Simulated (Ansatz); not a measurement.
# Residual resistivity of an alloy: Mg(0001) with 2 layers of random Mg-Hf, 2x2

Wanted: resistance against the alloy's length, first Mg(0001) with 2 layers of random Mg-Hf, 2x2.

Method: Ansatz plane-wave DFT, PBE, PAW files; ballistic transport by layer matching (Landauer), zero bias; PAW set soft_1, in Ansatz 0.2.0.

### 1. Set-up

The cell holds 48 atoms: 47 Mg and 1 Hf. Cell: a = 6.419 Å, b = 6.419 Å, c = 31.262 Å, α = 90.0°, β = 90.0°, γ = 120.0°. It derives from Mg. Regions: lead, 40 atoms (40 Mg); scattering region, 8 atoms (7 Mg and 1 Hf). The structure is stacked along c, and the current runs across the ab planes.

### 2. With 2 alloy layers

In 2 layers a share of 0.125 of the sites is given to Hf at random. The layers about the cell's end stay perfect and serve as the lead. Energies from -0.05 to 0.05 eV in steps of 0.05 eV are too few for the program's thermal sum, so it prints no conductance; for a metal the transmission near the Fermi level serves, at a fraction of the cost.

input.yaml

```yaml
crystal:
  lattice:
    - [6.41854, 0.0, 0.0]
    - [-3.20927, 5.5586186952, 0.0]
    - [0.0, 0.0, 31.26198]
  atoms:
    - { symbol: Mg, position: [0.1666666667, 0.3333333333, 0.0416666667] }
    - { symbol: Mg, position: [0.1666666667, 0.8333333333, 0.0416666667] }
    - { symbol: Mg, position: [0.6666666667, 0.3333333333, 0.0416666667] }
    - { symbol: Mg, position: [0.6666666667, 0.8333333333, 0.0416666667] }
    - { symbol: Mg, position: [0.3333333333, 0.1666666667, 0.125] }
    - { symbol: Mg, position: [0.3333333333, 0.6666666667, 0.125] }
    - { symbol: Mg, position: [0.8333333333, 0.1666666667, 0.125] }
    - { symbol: Mg, position: [0.8333333333, 0.6666666667, 0.125] }
    - { symbol: Mg, position: [0.1666666667, 0.3333333333, 0.2083333333] }
    - { symbol: Mg, position: [0.1666666667, 0.8333333333, 0.2083333333] }
    - { symbol: Mg, position: [0.6666666667, 0.3333333333, 0.2083333333] }
    - { symbol: Mg, position: [0.6666666667, 0.8333333333, 0.2083333333] }
    - { symbol: Mg, position: [0.3333333333, 0.1666666667, 0.2916666667] }
    - { symbol: Mg, position: [0.3333333333, 0.6666666667, 0.2916666667] }
    - { symbol: Mg, position: [0.8333333333, 0.1666666667, 0.2916666667] }
    - { symbol: Mg, position: [0.8333333333, 0.6666666667, 0.2916666667] }
    - { symbol: Mg, position: [0.1666666667, 0.3333333333, 0.375] }
    - { symbol: Mg, position: [0.1666666667, 0.8333333333, 0.375] }
    - { symbol: Mg, position: [0.6666666667, 0.3333333333, 0.375] }
    - { symbol: Mg, position: [0.6666666667, 0.8333333333, 0.375] }
    - { symbol: Mg, position: [0.3333333333, 0.1666666667, 0.4583333333] }
    - { symbol: Mg, position: [0.3333333333, 0.6666666667, 0.4583333333] }
    - { symbol: Mg, position: [0.8333333333, 0.1666666667, 0.4583333333] }
    - { symbol: Mg, position: [0.8333333333, 0.6666666667, 0.4583333333] }
    - { symbol: Mg, position: [0.1666666667, 0.3333333333, 0.5416666667] }
    - { symbol: Mg, position: [0.1666666667, 0.8333333333, 0.5416666667] }
    - { symbol: Hf, position: [0.6666666667, 0.3333333333, 0.5416666667] }
    - { symbol: Mg, position: [0.6666666667, 0.8333333333, 0.5416666667] }
    - { symbol: Mg, position: [0.3333333333, 0.1666666667, 0.625] }
    - { symbol: Mg, position: [0.3333333333, 0.6666666667, 0.625] }
    - { symbol: Mg, position: [0.8333333333, 0.1666666667, 0.625] }
    - { symbol: Mg, position: [0.8333333333, 0.6666666667, 0.625] }
    - { symbol: Mg, position: [0.1666666667, 0.3333333333, 0.7083333333] }
    - { symbol: Mg, position: [0.1666666667, 0.8333333333, 0.7083333333] }
    - { symbol: Mg, position: [0.6666666667, 0.3333333333, 0.7083333333] }
    - { symbol: Mg, position: [0.6666666667, 0.8333333333, 0.7083333333] }
    - { symbol: Mg, position: [0.3333333333, 0.1666666667, 0.7916666667] }
    - { symbol: Mg, position: [0.3333333333, 0.6666666667, 0.7916666667] }
    - { symbol: Mg, position: [0.8333333333, 0.1666666667, 0.7916666667] }
    - { symbol: Mg, position: [0.8333333333, 0.6666666667, 0.7916666667] }
    - { symbol: Mg, position: [0.1666666667, 0.3333333333, 0.875] }
    - { symbol: Mg, position: [0.1666666667, 0.8333333333, 0.875] }
    - { symbol: Mg, position: [0.6666666667, 0.3333333333, 0.875] }
    - { symbol: Mg, position: [0.6666666667, 0.8333333333, 0.875] }
    - { symbol: Mg, position: [0.3333333333, 0.1666666667, 0.9583333333] }
    - { symbol: Mg, position: [0.3333333333, 0.6666666667, 0.9583333333] }
    - { symbol: Mg, position: [0.8333333333, 0.1666666667, 0.9583333333] }
    - { symbol: Mg, position: [0.8333333333, 0.6666666667, 0.9583333333] }
kpoints:
  mp_grid: { grid: [4, 4, 1] }
hamiltonian:
  xc: pbe
  pseudopotentials: { kind: paw, azcp: { folder: soft_1 } }
scf:
  occupations: { method: fermi_dirac, width: 0.1 }
output:
  transmission: { leads: [[0, 8]], kmesh: [8, 8], e_range: [-0.05, 0.05], de: 0.05 }
  write_potential: true
  write_density: true
  volumetric_format: npy
```

Run with:

```bash
ansatz run input.yaml --threads 4 --pin off --max-ram 15360MiB --backend cpu --events-out ev --progress --plain --runs-dir out
```

Numbers of over 12 decimals in the logs are rounded to 6 here.

Output:

```text
Engine: ansatz 0.2.0, x86_64-unknown-linux-gnu
Pseudopotentials: kind: paw
Pseudopotential: Mg, paw, valence charge 10, recommended cutoff 420 eV (normal), soft_1/Mg.paw.azcp
Pseudopotential: Hf, paw, valence charge 26, recommended cutoff 420 eV (normal), soft_1/Hf.paw.azcp
Functional definition: PBE
  parameter kappa = 0.804
  parameter beta = 0.066725
  exchange = pbe_x(kappa = kappa, mu = beta*pi^2/3)
  correlation = pbe_c(beta = beta)
Crystal: 48 atoms, lattice volume = 1115.372 Å³
Basis set: ecut = 420 eV, 21885 PW (Γ)
Bands: 298, of which v1, the nominal top of the filled ones, is band 248 counted from 1 (247 counted from 0)
Symmetry: 12 space group operations
Space group: P-6m2 (ITA 187), of the structure as read, at distance tolerance 1.0e-4 Å
k-points: 4 of 16 (time reversal used)
Non-local potential: Mg, projectors of the file, l = 0: 3, l = 1: 2, l = 2: 1
Non-local potential: Hf, projectors of the file, l = 0: 3, l = 1: 2, l = 2: 2, l = 3: 3
PAW form: soft (Blöchl's): semilocal exchange-correlation on the pseudo side does not see the compensation charge
PAW one-centre angular grid: Mg, 110 points (default); XC on 64 Gauss nodes
PAW one-centre angular grid: Hf, 590 points (default); XC on 64 Gauss nodes
Initial density: superposition of atomic densities (chi_scale 0.1, normalization cell, long waves kept (reshape's long-wave potential 0.05 eV rms))
Initial wavefunctions: pseudopotential atomic-orbital guess
Functional: x = pbe(κ = 0.804, μ = 0.219515), c = pbe(β = 0.066725)
SCF iter   1: F=—  HF=-106142.358732 eV  |F-HF|=—  |Δ(HF+E_count)|=         —  Δρ=1.62e-2  dr2=4.97e1  ethr=3.10e-3  ⟨swp⟩=8.0  Hψ=5424  notcnv=0  defer=9
preconditioner: auto → Kerker (q_TF=auto, 2.384 Å⁻¹)  [metal: Δε(μ)=0.021 eV  Ē_g=4.779 eV  σ=0.100 eV  W_gap=0.05  n_scr=268 (ndim 8)  ℏωp=11.0 eV  f_vac=0.000  D(μ)=17.28/eV (n_scr^D=94)]
SCF iter   2: F=—  HF=-106141.671744 eV  |F-HF|=—  |Δ(HF+E_count)|=   6.87e-1  Δρ=1.09e-2  dr2=2.01e1  ethr=3.10e-3  ⟨swp⟩=1.2  Hψ=1374  notcnv=0  defer=9
SCF iter   3: F=—  HF=-106141.058134 eV  |F-HF|=—  |Δ(HF+E_count)|=   6.14e-1  Δρ=2.66e-3  dr2=2.66e-1  ethr=3.10e-3  ⟨swp⟩=2.2  Hψ=1277  notcnv=0  defer=9
SCF iter   4: F=—  HF=-106141.031765 eV  |F-HF|=—  |Δ(HF+E_count)|=   2.64e-2  Δρ=8.59e-4  dr2=2.41e-1  ethr=5.35e-5  ⟨swp⟩=2.0  Hψ=1585  notcnv=0  defer=30
SCF iter   5: F=—  HF=-106141.025940 eV  |F-HF|=—  |Δ(HF+E_count)|=   5.82e-3  Δρ=2.84e-4  dr2=1.78e-2  ethr=4.86e-5  ⟨swp⟩=2.0  Hψ=1190  notcnv=0  defer=30
SCF iter   6: F=—  HF=-106141.025582 eV  |F-HF|=—  |Δ(HF+E_count)|=   3.58e-4  Δρ=1.10e-4  dr2=2.19e-3  ethr=3.60e-6  ⟨swp⟩=2.0  Hψ=1814  notcnv=0  defer=30
SCF iter   7: F=—  HF=-106141.025393 eV  |F-HF|=—  |Δ(HF+E_count)|=   1.89e-4  Δρ=4.43e-5  dr2=3.64e-4  ethr=4.41e-7  ⟨swp⟩=2.0  Hψ=1969  notcnv=0  defer=30
SCF iter   8: F=—  HF=-106141.025367 eV  |F-HF|=—  |Δ(HF+E_count)|=   2.63e-5  Δρ=1.53e-5  dr2=3.00e-5  ethr=7.34e-8  ⟨swp⟩=2.0  Hψ=1742  notcnv=0  defer=30
SCF iter   9: F=—  HF=-106141.025447 eV  |F-HF|=—  |Δ(HF+E_count)|=   8.00e-5  Δρ=3.23e-6  dr2=1.05e-6  ethr=6.05e-9  ⟨swp⟩=2.0  Hψ=1180  notcnv=0  defer=30
SCF iter  10: F=—  HF=-106141.025447 eV  |F-HF|=—  |Δ(HF+E_count)|=   4.64e-8  Δρ=1.30e-6  dr2=3.02e-7  ethr=2.12e-10  ⟨swp⟩=2.0  Hψ=1902  notcnv=0  defer=30
SCF iter  11: F=-106141.025447 eV  HF=-106141.025447 eV  |F-HF|=2.91e-8  |Δ(HF+E_count)|=   5.57e-9  Δρ=5.78e-7  dr2=3.21e-8  ethr=2.02e-11  ⟨swp⟩=11.2  Hψ=4534  notcnv=0
SCF 1 converged in 11 iterations: F = -106141.025447 eV  dr2 = 3.21e-8
  greatest PAW one-centre occupation: 1.000 electrons in one spin orbital (limit 2), on the Mg atom at site 25 (counted from 0), in its partial waves of l = 0
transmission: 47 of 470 steps passed
transmission: 94 of 470 steps passed
[...]
transmission: 470 of 470 steps passed
SCF converged after 11 iterations
Free energy (F): -106141.025447 eV
Harris-Foulkes:  -106141.025447 eV  (|F-HF|=2.91e-8)
Internal energy: -106140.414530 eV  (E = F + TS)
E sigma→0 (E₀):  -106140.719989 eV
Entropy (-TS):   -0.610917 eV (-12.727 meV/atom)
Fermi energy:    5.720630 eV
--- Per-component energies (eV) ---
  E_band       = -17091.499683
  E_kinetic    = 3650.146944
  E_local      = -91701.643836  (includes V_loc(G=0)·N_el)
  E_nonlocal   = 9245.601411
  E_hartree    = 32833.572096
  E_xc         = -1480.787510
  E_vxc        = -1820.821598  (∫ρ·V_xc dr)
  E_paw        = -21859.207455  (= ΣΔE_a)
  E_vpaw       = -2131.920392  (= ΣTr[D̂ρ^β])
  E_aug_tail   = -0.006759  (compensation charges beyond the density's cutoff)
  E_ewald      = -36828.089420
  E_smearing   = -0.610917  (= −TS)
  E_closure    = 0.000000  (closes the sum)
  Σ components = -106141.025447   (vs F -106141.025447, Δ=0.00e0)
--- Band table (eV) ---
  k-point 0: bands = [... 244 lower, 4.6775, 4.7252, 4.7965, 4.7965, 5.0024, 5.0024, 5.1624, 5.1624, ... 46 higher]
  k-point 1: bands = [... 244 lower, 5.1539, 5.1724, 5.2129, 5.5698, 5.6204, 5.7468, 5.7862, 5.8434, ... 46 higher]
  k-point 2: bands = [... 244 lower, 5.7202, 5.8093, 6.0294, 6.0759, 6.3668, 6.6663, 6.7287, 6.8274, ... 46 higher]
  k-point 3: bands = [... 244 lower, 5.4329, 5.4675, 5.7118, 5.7423, 5.9697, 6.0328, 6.0975, 6.3950, ... 46 higher]
--- Transmission ---
  basis      : 313 plane waves across, 47 finite elements along
  points     : 10, standing for a mesh of 8 x 8
  energies   : 3 from -0.050000 to 0.050000 eV about the Fermi level, 0.050000 eV apart; the leads are filled to 0.000000 eV, and channels, transmission and decay are at 0.000000 eV
  crystal 0  : Mg8, at the sites [0, 8], period 5.2103 Å, over 28.66 Å; its Hamiltonian steps by up to 27.9 meV: too much for a lead, lay more layers or, if its atoms are ordered, name the step of that order
    offset         : up to 0.0000 Å between an atom of the period and one for which it stands
    channels       : 3.765625e0 a spin
    conductance    : none, the energies end too early or step too widely for 300 K: set another output.transmission.e_range or a lower de, or, where they end at an eighth of basis.ecutwfc, a higher one
  junction   : crystal 0 to crystal 0, 1.91 to 27.96 Å
    transmission   : 1.934074e0 a spin
    conductance    : none, the energies end too early or step too widely for 300 K: set another output.transmission.e_range or a lower de, or, where they end at an eighth of basis.ecutwfc, a higher one
```

Wall time 2 min (4 threads of Intel Xeon Platinum 8488C (Sapphire Rapids), shared host); peak memory 4.5 GiB; 6.8 min of CPU time.

Numbers from this step:

```yaml
free_energy: -106141.0254 eV
energy_at_zero_smearing: -106140.7200 eV
fermi_energy: 5.721 eV
cell_area: 35.68 Å²
transmission_per_spin_nearest_the_fermi_level: 1.934
open_channels_per_spin_nearest_the_fermi_level: 3.766
step_of_the_lead_s_potential: 27.9 meV
```

Per spin. Transmission, zone mean against energy, zero at the Fermi level:

| energy (eV) | transmission, zone mean |
| --- | --- |
| -0.0500 | 1.90 |
| 0.0000 | 1.93 |
| 0.0500 | 1.87 |

Per spin. The open channels, zone mean, lead stays at 3.77 for energy from -0.05 to 0.05 eV.

Transmission over k1 and k2. At 0.0000 eV from the Fermi level.

Values, 8 rows by 8 columns:
```
1.59 2.12 1.93 1.93 2.12 1.59 1.83 1.83
1.49 1.93 0.75 1.81 0.75 1.93 1.49 1.83
1.59 1.93 1.81 3.83 3.83 1.81 1.93 1.59
2.11 2.12 0.75 3.83 4.24 3.83 0.75 2.12
1.59 1.59 1.93 1.81 3.83 3.83 1.81 1.93
1.49 1.83 1.49 1.93 0.75 1.81 0.75 1.93
1.59 1.83 1.83 1.59 2.12 1.93 1.93 2.12
2.11 1.59 1.49 1.59 2.11 1.59 1.49 1.59
```
Columns: k1 (b1) from -0.5 to 0.375; rows upwards: k2 (b2) from -0.5 to 0.375.

Open channels over k1 and k2. At 0.0000 eV from the Fermi level.

Ten even steps from '_' (2.00) to '@' (7.00):
```
====::::========
::::__::__::::==
==::::@@@@::::==
====__@@@@@@__==
====::::@@@@::::
::==::::__::__::
==========::::==
====::======::==
```
Columns: k1 (b1) from -0.5 to 0.375; rows upwards: k2 (b2) from -0.5 to 0.375.

Over the solved energies the transmission per spin lies between 1.87 and 1.93, out of 3.77 channels of the lead on average (up to 3.77). The log calls the step of a lead's potential too much.

### 3. With 6 alloy layers

In 6 layers a share of 0.125 of the sites is given to Hf at random. A fresh draw is used; the growth of the resistance with length is what counts.

System of this step: Mg(0001) with 6 layers of random Mg-Hf, 2x2. The cell holds 64 atoms: 61 Mg and 3 Hf. Its edges and angles: a = 6.419 Å, b = 6.419 Å, c = 41.683 Å, α = 90.0°, β = 90.0°, γ = 120.0°. It derives from Mg. Regions: lead, 40 atoms (40 Mg); scattering region, 24 atoms (21 Mg and 3 Hf). The structure is stacked along c, and the current runs across the ab planes.

input.yaml

```yaml
crystal:
  lattice:
    - [6.41854, 0.0, 0.0]
    - [-3.20927, 5.5586186952, 0.0]
    - [0.0, 0.0, 41.68264]
  atoms:
    - { symbol: Mg, position: [0.1666666667, 0.3333333333, 0.03125] }
    - { symbol: Mg, position: [0.1666666667, 0.8333333333, 0.03125] }
    - { symbol: Mg, position: [0.6666666667, 0.3333333333, 0.03125] }
    - { symbol: Mg, position: [0.6666666667, 0.8333333333, 0.03125] }
    - { symbol: Mg, position: [0.3333333333, 0.1666666667, 0.09375] }
    - { symbol: Mg, position: [0.3333333333, 0.6666666667, 0.09375] }
    - { symbol: Mg, position: [0.8333333333, 0.1666666667, 0.09375] }
    - { symbol: Mg, position: [0.8333333333, 0.6666666667, 0.09375] }
    - { symbol: Mg, position: [0.1666666667, 0.3333333333, 0.15625] }
    - { symbol: Mg, position: [0.1666666667, 0.8333333333, 0.15625] }
    - { symbol: Mg, position: [0.6666666667, 0.3333333333, 0.15625] }
    - { symbol: Mg, position: [0.6666666667, 0.8333333333, 0.15625] }
    - { symbol: Mg, position: [0.3333333333, 0.1666666667, 0.21875] }
    - { symbol: Mg, position: [0.3333333333, 0.6666666667, 0.21875] }
    - { symbol: Mg, position: [0.8333333333, 0.1666666667, 0.21875] }
    - { symbol: Mg, position: [0.8333333333, 0.6666666667, 0.21875] }
    - { symbol: Mg, position: [0.1666666667, 0.3333333333, 0.28125] }
    - { symbol: Mg, position: [0.1666666667, 0.8333333333, 0.28125] }
    - { symbol: Mg, position: [0.6666666667, 0.3333333333, 0.28125] }
    - { symbol: Mg, position: [0.6666666667, 0.8333333333, 0.28125] }
    - { symbol: Mg, position: [0.3333333333, 0.1666666667, 0.34375] }
    - { symbol: Hf, position: [0.3333333333, 0.6666666667, 0.34375] }
    - { symbol: Mg, position: [0.8333333333, 0.1666666667, 0.34375] }
    - { symbol: Mg, position: [0.8333333333, 0.6666666667, 0.34375] }
    - { symbol: Mg, position: [0.1666666667, 0.3333333333, 0.40625] }
    - { symbol: Mg, position: [0.1666666667, 0.8333333333, 0.40625] }
    - { symbol: Mg, position: [0.6666666667, 0.3333333333, 0.40625] }
    - { symbol: Mg, position: [0.6666666667, 0.8333333333, 0.40625] }
    - { symbol: Hf, position: [0.3333333333, 0.1666666667, 0.46875] }
    - { symbol: Mg, position: [0.3333333333, 0.6666666667, 0.46875] }
    - { symbol: Mg, position: [0.8333333333, 0.1666666667, 0.46875] }
    - { symbol: Mg, position: [0.8333333333, 0.6666666667, 0.46875] }
    - { symbol: Mg, position: [0.1666666667, 0.3333333333, 0.53125] }
    - { symbol: Hf, position: [0.1666666667, 0.8333333333, 0.53125] }
    - { symbol: Mg, position: [0.6666666667, 0.3333333333, 0.53125] }
    - { symbol: Mg, position: [0.6666666667, 0.8333333333, 0.53125] }
    - { symbol: Mg, position: [0.3333333333, 0.1666666667, 0.59375] }
    - { symbol: Mg, position: [0.3333333333, 0.6666666667, 0.59375] }
    - { symbol: Mg, position: [0.8333333333, 0.1666666667, 0.59375] }
    - { symbol: Mg, position: [0.8333333333, 0.6666666667, 0.59375] }
    - { symbol: Mg, position: [0.1666666667, 0.3333333333, 0.65625] }
    - { symbol: Mg, position: [0.1666666667, 0.8333333333, 0.65625] }
    - { symbol: Mg, position: [0.6666666667, 0.3333333333, 0.65625] }
    - { symbol: Mg, position: [0.6666666667, 0.8333333333, 0.65625] }
    - { symbol: Mg, position: [0.3333333333, 0.1666666667, 0.71875] }
    - { symbol: Mg, position: [0.3333333333, 0.6666666667, 0.71875] }
    - { symbol: Mg, position: [0.8333333333, 0.1666666667, 0.71875] }
    - { symbol: Mg, position: [0.8333333333, 0.6666666667, 0.71875] }
    - { symbol: Mg, position: [0.1666666667, 0.3333333333, 0.78125] }
    - { symbol: Mg, position: [0.1666666667, 0.8333333333, 0.78125] }
    - { symbol: Mg, position: [0.6666666667, 0.3333333333, 0.78125] }
    - { symbol: Mg, position: [0.6666666667, 0.8333333333, 0.78125] }
    - { symbol: Mg, position: [0.3333333333, 0.1666666667, 0.84375] }
    - { symbol: Mg, position: [0.3333333333, 0.6666666667, 0.84375] }
    - { symbol: Mg, position: [0.8333333333, 0.1666666667, 0.84375] }
    - { symbol: Mg, position: [0.8333333333, 0.6666666667, 0.84375] }
    - { symbol: Mg, position: [0.1666666667, 0.3333333333, 0.90625] }
    - { symbol: Mg, position: [0.1666666667, 0.8333333333, 0.90625] }
    - { symbol: Mg, position: [0.6666666667, 0.3333333333, 0.90625] }
    - { symbol: Mg, position: [0.6666666667, 0.8333333333, 0.90625] }
    - { symbol: Mg, position: [0.3333333333, 0.1666666667, 0.96875] }
    - { symbol: Mg, position: [0.3333333333, 0.6666666667, 0.96875] }
    - { symbol: Mg, position: [0.8333333333, 0.1666666667, 0.96875] }
    - { symbol: Mg, position: [0.8333333333, 0.6666666667, 0.96875] }
kpoints:
  mp_grid: { grid: [4, 4, 1] }
hamiltonian:
  xc: pbe
  pseudopotentials: { kind: paw, azcp: { folder: soft_1 } }
scf:
  occupations: { method: fermi_dirac, width: 0.1 }
output:
  transmission: { leads: [[0, 8]], kmesh: [8, 8], e_range: [-0.05, 0.05], de: 0.05 }
  write_potential: true
  write_density: true
  volumetric_format: npy
```

Output:

```text
[...]
Crystal: 64 atoms, lattice volume = 1487.162 Å³
Basis set: ecut = 420 eV, 29155 PW (Γ)
Bands: 413, of which v1, the nominal top of the filled ones, is band 344 counted from 1 (343 counted from 0)
Symmetry: 1 space group operations
[...]
k-points: 10 of 16 (time reversal used)
[...]
SCF iter   1: F=—  HF=-164521.879170 eV  |F-HF|=—  |Δ(HF+E_count)|=         —  Δρ=2.01e-2  dr2=4.41e2  ethr=3.10e-3  ⟨swp⟩=7.1  Hψ=17984  notcnv=0  defer=70
[...]
SCF iter  13: F=-164517.498169 eV  HF=-164517.498170 eV  |F-HF|=4.21e-8  |Δ(HF+E_count)|=   6.40e-9  Δρ=6.75e-7  dr2=2.38e-8  ethr=1.45e-11  ⟨swp⟩=12.6  Hψ=16936  notcnv=0
SCF 1 converged in 13 iterations: F = -164517.498169 eV  dr2 = 2.38e-8
[...]
transmission: 214 of 2108 steps passed
transmission: 422 of 2108 steps passed
[...]
transmission: 2108 of 2108 steps passed
SCF converged after 13 iterations
Free energy (F): -164517.498169 eV
[...]
Internal energy: -164516.551328 eV  (E = F + TS)
E sigma→0 (E₀):  -164517.024749 eV
Entropy (-TS):   -0.946841 eV (-14.794 meV/atom)
Fermi energy:    5.978502 eV
[...]
--- Band table (eV; the first three rows and the last of 10) ---
  k-point 0: bands = [... 340 lower, 5.1435, 5.1585, 5.1706, 5.2382, 5.2757, 5.3131, 5.3662, 5.4342, ... 65 higher]
  k-point 1: bands = [... 340 lower, 5.6292, 5.7470, 5.7749, 5.8376, 5.8725, 5.9137, 6.0532, 6.0902, ... 65 higher]
  k-point 2: bands = [... 340 lower, 6.0876, 6.2198, 6.2836, 6.3631, 6.5114, 6.6557, 6.7056, 6.8516, ... 65 higher]
  k-point 9: bands = [... 340 lower, 6.1981, 6.2717, 6.3092, 6.4037, 6.4767, 6.5248, 6.6801, 6.8486, ... 65 higher]
--- Transmission ---
  basis      : 313 plane waves across, 62 finite elements along
  points     : 34, standing for a mesh of 8 x 8
[...]
channels       : 3.765625e0 a spin
[...]
junction   : crystal 0 to crystal 0, -1.91 to 34.57 Å
    transmission   : 1.385687e0 a spin
[...]
```

Wall time 8.5 min (4 threads); peak memory 11 GiB.

Numbers from this step:

```yaml
free_energy: -164517.4982 eV
energy_at_zero_smearing: -164517.0247 eV
fermi_energy: 5.979 eV
transmission_per_spin_nearest_the_fermi_level: 1.386
step_of_the_lead_s_potential: 31 meV
```

Per spin. The transmission, zone mean by energy, zero at the Fermi level:

| energy (eV) | transmission, zone mean |
| --- | --- |
| -0.0500 | 1.32 |
| 0.0000 | 1.39 |
| 0.0500 | 1.35 |

Over the solved energies the transmission per spin lies between 1.32 and 1.39, out of 3.77 channels of the lead on average (up to 3.77). The log calls the step of a lead's potential too much.

(Continued in part 2 of 2.)

[Logs are printed without paths, hosts, clocks, repeated set-up lines and the standing remarks that a program may print on its own settings, such as how far it seeks lower states.]

[Hosts, paths, dates, database ids (printed as entryN), source tags and the programs' standing remarks are cut or masked in the printed files.]
